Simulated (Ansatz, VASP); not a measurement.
**Ag2Br: VASP beside Ansatz**

```
Br Ag
1.0
     4.67261    0.00000    0.00000
    -2.33631    4.04660    0.00000
     0.00000    0.00000    3.13171
Br Ag
1 2
Direct
  0.00000 0.00000 0.00000
  0.33333 0.66667 0.50000
  0.66667 0.33333 0.50000
```

Alike in both runs: functional LDA; k mesh 8 × 8 × 5; no spin polarisation.

Ansatz relaxed the structure, and its values are those at the end. VASP's run is a single point on that final structure, the one shown.

|  | VASP | Ansatz |
| --- | --- | --- |
| version | VASP 6.6.1 | Ansatz 0.2.0 |
| potentials or method | VASP PAW LDA potentials, release 64 (Br, Ag) | PAW plane waves |
| plane-wave cutoff (eV) | 520 | 420 |
| occupations | fermi-dirac, width 0.1 eV | fermi-dirac |
| valence electrons in the cell | 29 | 45 |

|  | VASP | Ansatz | Ansatz less VASP |
| --- | --- | --- | --- |
| pressure (GPa) | 0.1 | 0.0 | -0.12 |

The two sets of potentials don't hold the same shells in valence. Ansatz warned: «structure_snapped_to_symmetry».

Caveats: the k mesh is coarse (spacing up to 0.40 Å⁻¹), so the values aren't converged; an odd number of electrons without spin polarisation forces a metal; a magnetic or distorted state may lie lower.
